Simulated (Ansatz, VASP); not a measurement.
Given: the input of a run of VASP 6.6.1 on GaAgS2.

Contents of INCAR:

```
ALGO = Normal
EDIFF = 1E-7
ENCUT = 520
GGA = PE
ISIF = 2
ISMEAR = -1
LASPH = True
LCHARG = False
LREAL = False
LWAVE = False
NBANDS = 46
NELM = 100
PREC = Accurate
SIGMA = 0.05
```

The input KPOINTS:

```
k-points
0
Gamma
  7 7 7
```

Contents of POSCAR:

```
GaAgS2
1.0
   -2.8770000000      2.8770000000      5.1475000000
    2.8770000000     -2.8770000000      5.1475000000
    2.8770000000      2.8770000000     -5.1475000000
Ag Ga S
2 2 4
Direct
    0.7500000000      0.2500000000      0.5000000000
    0.0000000000      0.0000000000      0.0000000000
    0.2500000000      0.7500000000      0.5000000000
    0.5000000000      0.5000000000      0.0000000000
    0.1790000000      0.6250000000      0.0540000000
    0.8750000000      0.8210000000      0.4460000000
    0.5710000000      0.1250000000      0.9460000000
    0.3750000000      0.4290000000      0.5540000000
```

Potentials or basis: VASP PAW PBE potentials, release 64 (Ag, Ga_d, S).

Launch:

```console
$ cat potpaw_PBE.64/Ag/POTCAR potpaw_PBE.64/Ga_d/POTCAR potpaw_PBE.64/S/POTCAR > POTCAR
$ mpirun -np 1 vasp_std > vasp.out
```

Question: Translate it to Ansatz 0.2.0. Potentials there: Ansatz PAW.

Answer: As run (the cutoff follows the program's own potentials):

input.yaml

```yaml
crystal:
  lattice:
    - [-2.877, 2.877, 5.1475]
    - [2.877, -2.877, 5.1475]
    - [2.877, 2.877, -5.1475]
  atoms:
    - { symbol: Ag, position: [0.75, 0.25, 0.5] }
    - { symbol: Ag, position: [0.0, 0.0, 0.0] }
    - { symbol: Ga, position: [0.25, 0.75, 0.5] }
    - { symbol: Ga, position: [0.5, 0.5, 0.0] }
    - { symbol: S, position: [0.179, 0.625, 0.054] }
    - { symbol: S, position: [0.875, 0.821, 0.446] }
    - { symbol: S, position: [0.571, 0.125, 0.946] }
    - { symbol: S, position: [0.375, 0.429, 0.554] }
hamiltonian:
  xc: pbe
  pseudopotentials: { kind: paw }
kpoints:
  mp_grid: { grid: [7, 7, 7] }
scf:
  occupations: { method: fermi_dirac, width: 0.05 }
output:
  forces: true
  stress: true
  eigenvalues: true
```

Potentials or basis: Ansatz PAW.

Launch:

```sh
$ ansatz run input.yaml --threads 4 --pin off --max-ram 10240MiB --backend cpu --events-out ev --progress --plain --runs-dir out
```

Both were run:

|  | VASP | Ansatz | Ansatz less VASP |
| --- | --- | --- | --- |
| gap on the k mesh at the Fermi level (eV) | 1.40 | 1.39 | -0.009 |
| least direct gap on the mesh (eV) | 1.40 | 1.39 | -0.009 |
| pressure (GPa) | 3.9 | 4.1 | +0.12 |
| rms of the force components (eV/Å) | 0.434 | 0.438 | +0.0036 |

Atom by atom the forces differ by 0.004 eV/Å (rms over components). The functional is the same, so the differences come from potentials, cutoffs and numerics. The two sets of potentials don't hold the same shells in valence.

Caveats: forces of over 1 eV/Å show positions far from the minimum, so gaps and moduli don't describe the material at rest; odd divisions of the mesh miss points on the zone boundary, where band edges often lie, so the gap on the mesh can be too wide (Ansatz). Expect the measured gap to be larger: semilocal functionals such as PBE lack the derivative discontinuity.
